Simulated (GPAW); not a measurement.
The system is P.

```xyz
4
Lattice="1.6477 -5.4650 0.0000 1.6477 5.4650 0.0000 0.0000 0.0000 4.5436" Properties=species:S:1:pos:R:3 pbc="T T T"
P     1.6477   -4.4173    2.6754
P     1.6477    4.4173    1.8683
P     1.6477   -1.0477    0.4035
P     1.6477    1.0477    4.1401
```

Base run:

```yaml
Program: GPAW 26.7.0
Functional: PBEint
Potentials_or_basis: PAW data sets generated in the run's folder for this functional
Cutoff: 600 eV
Basis: pw
k_mesh: 5 × 5 × 4
Occupations: fermi-dirac, width 0.05 eV
Spin: no spin polarisation
```

Its results: pressure 0.5 GPa; largest force 0.345 eV/Å.

**Question.** After a change of settings the same cell gave: pressure 6.7 GPa; largest force 0.493 eV/Å. Which change was it?
A. functional from PBEint to PBE; band points from 60 to 80
B. functional from PBEint to BLYP
C. functional from PBEint to PW91; band points from 60 to 80
D. functional from PBEint to PBEsol; k mesh from 5 × 5 × 4 to 8 × 8 × 6

**Answer.** B.

Not every run made on this cell is shown here.
